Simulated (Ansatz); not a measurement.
# Si2Mo: the cost of one run

Computed with Ansatz 0.2.0 (DFT PBE, scalar-relativistic, plane waves, PAW, unless a step's input says otherwise).

2 further runs of the same task are left out: 2 set aside as unsound or not needed.

### Step 1. The system as given

Symmetry: I4/mmm, No. 139, tetragonal system. The conventional cell has a = 3.217 Å, b = 3.217 Å, c = 7.873 Å, α = 90.00°, β = 90.00°, γ = 90.00°. Si (site symmetry 4mm) has 5 Si at 2.60 to 2.64 Å and 5 Mo at 2.62 to 2.64 Å as nearest neighbours. Mo (site symmetry 4/mmm) is surrounded by 10 Si at 2.62 to 2.64 Å.

Structure file:

```cif
data_structure
_symmetry_space_group_name_H-M 'P 1'
_symmetry_Int_Tables_number 1
_cell_length_a 4.5493
_cell_length_b 4.5493
_cell_length_c 7.8730
_cell_angle_alpha 90.000
_cell_angle_beta 90.000
_cell_angle_gamma 90.000
_cell_volume 162.94
loop_
_atom_site_label
_atom_site_type_symbol
_atom_site_fract_x
_atom_site_fract_y
_atom_site_fract_z
_atom_site_occupancy
Si1 Si 0.00000 0.50000 0.16490 1
Si2 Si 0.50000 0.50000 0.66490 1
Si3 Si 0.50000 0.00000 0.16490 1
Si4 Si 0.00000 0.00000 0.66490 1
Si5 Si 0.00000 0.50000 0.83510 1
Si6 Si 0.50000 0.50000 0.33510 1
Si7 Si 0.50000 0.00000 0.83510 1
Si8 Si 0.00000 0.00000 0.33510 1
Mo1 Mo 0.00000 0.00000 0.00000 1
Mo2 Mo 0.50000 0.00000 0.50000 1
Mo3 Mo 0.50000 0.50000 0.00000 1
Mo4 Mo 0.00000 0.50000 0.50000 1
```

It is built from the cell relaxed beforehand with the same method (13.58 Å³/atom).

### Step 2. Zero of the scan

Input file input.yaml:

```yaml
crystal:
  lattice:
    - [3.2168473941, -3.2168473941, 0.0]
    - [-3.2168473941, -3.2168473941, 0.0]
    - [0.0, 0.0, -7.8730199178]
  atoms:
    - { symbol: Si, position: [0.0, 0.5, 0.1649008654] }
    - { symbol: Si, position: [0.5, 0.5, 0.6649008654] }
    - { symbol: Si, position: [0.5, 1.0, 0.1649008654] }
    - { symbol: Si, position: [0.0, 1.0, 0.6649008654] }
    - { symbol: Si, position: [0.0, 0.5, 0.8350991346] }
    - { symbol: Si, position: [0.5, 0.5, 0.3350991346] }
    - { symbol: Si, position: [0.5, 1.0, 0.8350991346] }
    - { symbol: Si, position: [0.0, 1.0, 0.3350991346] }
    - { symbol: Mo, position: [0.0, 0.0, 0.0] }
    - { symbol: Mo, position: [0.5, 0.0, 0.5] }
    - { symbol: Mo, position: [0.5, 0.5, 0.0] }
    - { symbol: Mo, position: [0.0, 0.5, 0.5] }
basis:
  ecutwfc: 420
kpoints:
  mp_grid: { grid: [10, 10, 6] }
hamiltonian:
  xc: pbe
scf:
  occupations: { method: gaussian, width: 0.15 }
output:
  forces: true
  stress: true
  eigenvalues: true
```

Launch:

```bash
ansatz run input.yaml --threads 2 --pin off --max-ram 5120MiB --backend cpu --events-out ev --progress --plain --runs-dir out
```

Q: Estimate wall time and peak memory on 2 threads of Arm Neoverse V1, shared host.

About 23 s, with a peak of 0.79 GiB.
